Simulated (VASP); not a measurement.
Level of theory: PBE GGA, VASP's PBE PAW potentials (set 64) (plane waves; VASP).

The input files of a VASP run:

INCAR:
```
SYSTEM = GeO2
PREC = Accurate; ENCUT = 520; LREAL = .FALSE.
LASPH = .TRUE.
EDIFF = 1E-7; NELM = 100; ALGO = Normal
LMAXMIX = 4
ISMEAR = 0; SIGMA = 0.05
GGA = PE
IBRION = 2; NSW = 30; ISIF = 4
EDIFFG = -0.01
LWAVE = .FALSE.; LCHARG = .FALSE.
```

### KPOINTS
```
Automatic
0
gamma
 5 5 8
```

**POSCAR**
```
GeO2
1.0
  4.5305141735   0.0000000000   0.0000000000
  0.0000000000   4.5305141735   0.0000000000
  0.0000000000   0.0000000000   2.9382408710
Ge O
2 4
Cartesian
  0.0000000000   4.5305141735   0.0000000000
  2.2652570868   2.2652570868   1.4691204355
  1.3904678359   1.3904678359   2.9382408710
  3.6557249226   0.8747892509   1.4691204355
  0.8747892509   3.6557249226   1.4691204355
  3.1400463376   3.1400463376   0.0000000000
```

POTCAR, in this order: Ge_d O (PBE.64 set). Program: vasp_std.

The resulting files:

File OUTCAR:
```
 ion  position               nearest neighbor table
   1  0.000  0.000  0.000-   4 1.92   5 1.92   4 1.92   5 1.92   3 1.97   6 1.97
   2  0.500  0.500  0.500-   3 1.92   6 1.92   3 1.92   6 1.92   5 1.97   4 1.97
   3  0.307  0.307  0.000-   2 1.92   2 1.92   1 1.97
   4  0.807  0.193  0.500-   1 1.92   1 1.92   2 1.97
   5  0.193  0.807  0.500-   1 1.92   1 1.92   2 1.97
   6  0.693  0.693  0.000-   2 1.92   2 1.92   1 1.97
  LATTYP: Found a simple tetragonal cell.
 ALAT       =     4.5305141735
 C/A-ratio  =     0.6485446813
 Subroutine PRICEL returns:
 Original cell was already a primitive cell.
 Subroutine GETGRP returns: Found 16 space group operations
The static configuration has the point symmetry D_2h.
 The point group associated with its full space group is D_4h.
The dynamic configuration has the point symmetry D_2h.
 Subroutine INISYM returns: Found 16 space group operations
 Subroutine IBZKPT returns following result:
 Found     30 irreducible k-points:

 Following reciprocal coordinates:
            Coordinates               Weight
  0.000000  0.000000  0.000000      1.000000
  0.200000  0.000000  0.000000      4.000000
  0.400000  0.000000  0.000000      4.000000
  0.200000  0.200000  0.000000      4.000000
  0.400000  0.200000  0.000000      8.000000
  0.400000  0.400000  0.000000      4.000000
  0.000000  0.000000  0.125000      2.000000
  0.200000  0.000000  0.125000      8.000000
  0.400000  0.000000  0.125000      8.000000
  0.200000  0.200000  0.125000      8.000000
  0.400000  0.200000  0.125000     16.000000
  0.400000  0.400000  0.125000      8.000000
  0.000000  0.000000  0.250000      2.000000
  0.200000  0.000000  0.250000      8.000000
  0.400000  0.000000  0.250000      8.000000
  0.200000  0.200000  0.250000      8.000000
  0.400000  0.200000  0.250000     16.000000
  0.400000  0.400000  0.250000      8.000000
  0.000000  0.000000  0.375000      2.000000
  0.200000  0.000000  0.375000      8.000000
  0.400000  0.000000  0.375000      8.000000
  0.200000  0.200000  0.375000      8.000000
  0.400000  0.200000  0.375000     16.000000
  0.400000  0.400000  0.375000      8.000000
  0.000000  0.000000  0.500000      1.000000
  0.200000  0.000000  0.500000      4.000000
  0.400000  0.000000  0.500000      4.000000
  0.200000  0.200000  0.500000      4.000000
  0.400000  0.200000  0.500000      8.000000
  0.400000  0.400000  0.500000      4.000000
   k-points           NKPTS =     30   k-points in BZ     NKDIM =     30   number of bands    NBANDS=     31
   number of dos      NEDOS =    301   number of ions     NIONS =      6
   total plane-waves  NPLWV =  31104
   dimension x,y,z NGX =    36 NGY =   36 NGZ =   24
   dimension x,y,z NGXF=    72 NGYF=   72 NGZF=   48
   ions per type =               2   4
   PREC   = accura    normal or accurate (medium, high low for compatibility)
   ISTART =      0    job   : 0-new  1-cont  2-samecut
   ICHARG =      2    charge: 1-file 2-atom 10-const
   ISPIN  =      1    spin polarized calculation?
   LNONCOLLINEAR =      F non collinear calculations
   LSORBIT =      F    spin-orbit coupling
   INIWAV =      1    electr: 0-lowe 1-rand  2-diag
   ENCUT  =  520.0 eV  38.22 Ry    6.18 a.u.   8.42  8.42  5.46*2*pi/ulx,y,z
   NELM   =    100;   NELMIN=  2; NELMDL= -5     # of ELM steps
   EDIFF  = 0.1E-06   stopping-criterion for ELM
   LREAL  =      F    real-space projection
   NLSPLINE    = F    spline interpolate recip. space projectors
   LMAXMIX     =    4 max onsite mixed and CHGCAR
   VOSKOWN=      0    Vosko Wilk Nusair interpolation
   EDIFFG = -.1E-01   stopping-criterion for IOM
   NSW    =     30    number of steps for IOM
   NBLOCK =      1;   KBLOCK =     30    inner block; outer block
...
```

**OSZICAR**
```
       N       E                     dE             d eps       ncg     rms          rms(c)
DAV:   1     0.586876528203E+03    0.58688E+03   -0.26777E+04  2444   0.440E+03
DAV:   2     0.537360633884E+02   -0.53314E+03   -0.51458E+03  2027   0.957E+02
DAV:   3    -0.381893489080E+02   -0.91925E+02   -0.90780E+02  2161   0.233E+02
DAV:   4    -0.435166408033E+02   -0.53273E+01   -0.53067E+01  2168   0.657E+01
DAV:   5    -0.436565824760E+02   -0.13994E+00   -0.13989E+00  2277   0.105E+01    0.142E+01
DAV:   6    -0.384208110247E+02    0.52358E+01   -0.19526E+01  2922   0.814E+01    0.454E+00
DAV:   7    -0.384739693253E+02   -0.53158E-01   -0.14647E+00  2189   0.764E+00    0.274E+00
DAV:   8    -0.384503258884E+02    0.23643E-01   -0.19568E-01  2648   0.533E+00    0.554E-01
DAV:   9    -0.384438190296E+02    0.65069E-02   -0.38797E-02  2954   0.288E+00    0.138E-01
DAV:  10    -0.384442557960E+02   -0.43677E-03   -0.24940E-03  2319   0.396E-01    0.576E-02
DAV:  11    -0.384442872316E+02   -0.31436E-04   -0.12871E-04  2611   0.190E-01    0.179E-02
DAV:  12    -0.384442875733E+02   -0.34175E-06   -0.98172E-06  2621   0.662E-02    0.444E-03
DAV:  13    -0.384442875183E+02    0.55090E-07   -0.45091E-06  2690   0.169E-02    0.286E-03
DAV:  14    -0.384442872376E+02    0.28063E-06   -0.68067E-07  2393   0.127E-02    0.977E-04
DAV:  15    -0.384442872676E+02   -0.29966E-07   -0.26278E-08  1490   0.182E-03
   1 F= -.38444287E+02 E0= -.38444287E+02  d E =-.384443E+02
       N       E                     dE             d eps       ncg     rms          rms(c)
DAV:   1    -0.384532461516E+02   -0.89589E-02   -0.20165E+00  2020   0.945E+00    0.627E-01
DAV:   2    -0.384536031592E+02   -0.35701E-03   -0.78218E-02  2386   0.244E+00    0.373E-01
DAV:   3    -0.384498628186E+02    0.37403E-02   -0.45403E-03  2661   0.910E-01    0.102E-01
DAV:   4    -0.384498103633E+02    0.52455E-04   -0.15929E-03  2408   0.334E-01    0.309E-02
DAV:   5    -0.384497998347E+02    0.10529E-04   -0.17873E-04  2224   0.137E-01    0.972E-03
DAV:   6    -0.384497993686E+02    0.46611E-06   -0.13162E-05  2750   0.488E-02    0.378E-03
DAV:   7    -0.384497994024E+02   -0.33791E-07   -0.10348E-06  2296   0.992E-03    0.177E-03
DAV:   8    -0.384497993978E+02    0.45657E-08   -0.59805E-08  1448   0.304E-03
   2 F= -.38449799E+02 E0= -.38449799E+02  d E =-.551213E-02
       N       E                     dE             d eps       ncg     rms          rms(c)
DAV:   1    -0.384505503730E+02   -0.75097E-03   -0.21521E-01  2060   0.309E+00    0.205E-01
DAV:   2    -0.384505731371E+02   -0.22764E-04   -0.82795E-03  2386   0.801E-01    0.122E-01
DAV:   3    -0.384501750693E+02    0.39807E-03   -0.48997E-04  2644   0.300E-01    0.341E-02
DAV:   4    -0.384501685160E+02    0.65532E-05   -0.17410E-04  2430   0.107E-01    0.101E-02
DAV:   5    -0.384501671995E+02    0.13166E-05   -0.18506E-05  2234   0.462E-02    0.377E-03
DAV:   6    -0.384501672122E+02   -0.12705E-07   -0.11455E-06  2552   0.137E-02    0.124E-03
DAV:   7    -0.384501671872E+02    0.24991E-07   -0.11071E-07  1506   0.356E-03
   3 F= -.38450167E+02 E0= -.38450167E+02  d E =-.587992E-02
       N       E                     dE             d eps       ncg     rms          rms(c)
DAV:   1    -0.384521602176E+02   -0.19930E-02   -0.91121E-02  1956   0.242E+00    0.289E-01
DAV:   2    -0.384511225498E+02    0.10377E-02   -0.26091E-03  2587   0.681E-01    0.175E-01
DAV:   3    -0.384504974091E+02    0.62514E-03   -0.85197E-04  2900   0.417E-01    0.136E-02
DAV:   4    -0.384505073965E+02   -0.99874E-05   -0.15504E-04  2079   0.105E-01    0.998E-03
DAV:   5    -0.384505067625E+02    0.63401E-06   -0.47336E-06  2721   0.216E-02    0.483E-03
DAV:   6    -0.384505067937E+02   -0.31172E-07   -0.71254E-07  1919   0.840E-03
   4 F= -.38450507E+02 E0= -.38450507E+02  d E =-.339606E-03
```

### OUTCAR
```
------------------------ aborting loop because EDIFF is reached ----------------------------------------
  FORCE on cell =-STRESS in cart. coord.  units (eV):
  Direction    XX          YY          ZZ          XY          YZ          ZX
  --------------------------------------------------------------------------------------
  Total       -1.9913429     -1.9913429     -1.9512971     -0.0000000      0.0000000      0.0000000
  in kB      -52.9022632    -52.9022632    -51.8384008     -0.0000000      0.0000000      0.0000000
  external PRESSURE =     -52.5476424 kB  Pullay stress =       0.0000000 kB
  volume of cell :       60.31
      direct lattice vectors                 reciprocal lattice vectors
     4.547588725  0.000000000  0.000000000     0.219896754 -0.000000000  0.000000000
     0.000000000  4.547588725  0.000000000    -0.000000000  0.219896754  0.000000000
     0.000000000  0.000000000  2.916218228     0.000000000  0.000000000  0.342909865
 POSITION                                       TOTAL-FORCE (eV/Angst)
 -----------------------------------------------------------------------------------
      0.00000      0.00000      0.00000        -0.000000      0.000000      0.000000
      2.27379      2.27379      1.45811        -0.000000      0.000000      0.000000
      1.40260      1.40260      0.00000         0.003887      0.003887     -0.000000
      3.67640      0.87119      1.45811         0.003887     -0.003887      0.000000
      0.87119      3.67640      1.45811        -0.003887      0.003887      0.000000
      3.14498      3.14498      2.91622        -0.003887     -0.003887      0.000000
 -----------------------------------------------------------------------------------
    total drift:                               -0.000000      0.000000      0.000000
  FREE ENERGIE OF THE ION-ELECTRON SYSTEM (eV)
  ---------------------------------------------------
  free  energy   TOTEN  =       -38.4505067937 eV

  energy  without entropy=      -38.4505067937  energy(sigma->0) =      -38.45050679

 reached required accuracy - stopping structural energy minimisation
```
(Selected blocks of OUTCAR.)

File CONTCAR:
```
GeO2
   1.00000000000000
     4.5475887253150047    0.0000000000000000    0.0000000000000000
     0.0000000000000000    4.5475887253150047    0.0000000000000000
     0.0000000000000000    0.0000000000000000    2.9162182275652548
  Ge              O
     2     4
Direct
     0.0000000000000000    0.0000000000000000    0.0000000000000000
     0.5000000000000000    0.5000000000000000    0.5000000000000000
     0.3084282819568129    0.3084282819568129    0.0000000000000000
     0.8084282819568129    0.1915717180431871    0.5000000000000000
     0.1915717180431871    0.8084282819568129    0.5000000000000000
     0.6915717180431871    0.6915717180431871    1.0000000000000000
```

The compound is GeO2 in the rutile structure. This cell is one point of a volume scan, at 1.03 of the reference volume. Symmetry was kept, so distortions that lower it aren't found.
